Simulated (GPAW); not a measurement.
Ag:

```
CELL_PARAMETERS angstrom
0.00000 2.04275 2.04275
2.04275 0.00000 2.04275
2.04275 2.04275 0.00000
ATOMIC_POSITIONS crystal
Ag 0.00000 0.00000 0.00000
```

Program: GPAW 26.7.0. Alike in all runs: task band structure; cell as given; cutoff (eV) 600; smearing fermi-dirac 0.05 eV.

Problem. Order these runs on this cell by their pressure, lowest first.
A. level revPBE; potentials or basis the program's PAW data sets (release 1.2.1) made for this functional, pw; spin off; k mesh 11 × 11 × 11; band points 100
B. level r2SCAN; potentials or basis GPAW PAW data sets (gpaw-data 1.2.1), pw; spin SOC, no magnetisation; k mesh 8 × 8 × 8; band points 60; spin axis theta (degrees) 0; spin axis phi (degrees) 0
C. level PBEsol; potentials or basis PAW data sets generated in the run's folder for this functional, pw; spin off; k mesh 11 × 11 × 11; band points 80
D. level BLYP; potentials or basis PAW data sets generated in the run's folder for this functional, pw; spin off; k mesh 11 × 11 × 11; band points 80; eigensolver davidson

Solution. C (-2.9 GPa), B (2.6 GPa), A (7.3 GPa), D (11.9 GPa).

Caveats: spin-orbit coupling was added after a scalar SCF, so levels and gaps hold it while energy, forces, pressure and moments don't (some runs); the PAW data sets were made with another functional, which shifts forces and pressure a little (some runs).

Runs at the PBE level aren't shown here.
